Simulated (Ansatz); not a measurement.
Runs of Ansatz 0.2.0 on Ge. The structure is orthorhombic, space group Imma (No. 74). The conventional cell has a = 4.992 Å, b = 5.302 Å, c = 2.874 Å, α = 90.00°, β = 90.00°, γ = 90.00°. Around Ge (site symmetry mm2) lie 6 Ge at 2.68 to 2.87 Å. This isn't the form of Ge at room conditions, which is diamond.

```csv
task,level,spin,cell,k mesh,points for each segment of the path,gap on the mesh (eV),pressure (GPa),relaxed volume (Å³/atom),largest force (eV/Å)
relaxation of cell and atoms,PBEsol0,off,relaxed,6 × 6 × 6,-,none,0.0,17.97,-
single point,PBE0,off,as given,6 × 6 × 6,-,none,(c),-,0.04
single point,PBE0,"SOC, no magnetisation",as given,5 × 5 × 5,-,none,-0.8,-,0.15
single point,PBEsol0,off,as given,6 × 6 × 6,-,none,-3.4,-,0.04
single point,HSE06,"SOC, no magnetisation",as given,5 × 5 × 5,-,none,-0.5,-,0.14
band structure,HSEsol,off,as given,6 × 6 × 6,4,none,(b),-,0.05
band structure,HSE03,off,as given,6 × 6 × 6,4,none,-0.5,-,0.05
band structure,HSE06,off,as given,6 × 6 × 6,4,none,-0.8,-,0.05
relaxation of cell and atoms,B3LYP,off,relaxed,6 × 6 × 6,-,none,0.0,20.33,-
single point,B3LYP,off,as given,6 × 6 × 6,-,none,4.7,-,0.05
relaxation of cell and atoms,HSE06,off,relaxed,6 × 6 × 6,-,none,0.0,18.58,-
relaxation of cell and atoms,PBE0,off,relaxed,6 × 6 × 6,-,none,0.0,(a),-
```

Alike in all rows: potentials or basis Ansatz PAW; cutoff (eV) 420; smearing fermi-dirac 0.05 eV; the mesh is coarse, so values aren't converged.

Fill in the values left out.

(a) 18.51; (b) -3.0; (c) -1.0.

Caveats: all runs use coarse meshes; the PAW data sets come from PBE, with cores solved anew for the run's functional, which leaves a small shift of forces and pressure; the thresholds are loose for stress (some runs); the plane-wave basis is chosen anew once the cell has moved, so the energies of steps on either side of that aren't comparable (some runs).

A k mesh can miss the band edges, and rows without SOC leave out spin-orbit coupling on Ge.

A gap of «none» marks a metal or a gap under the smearing width.
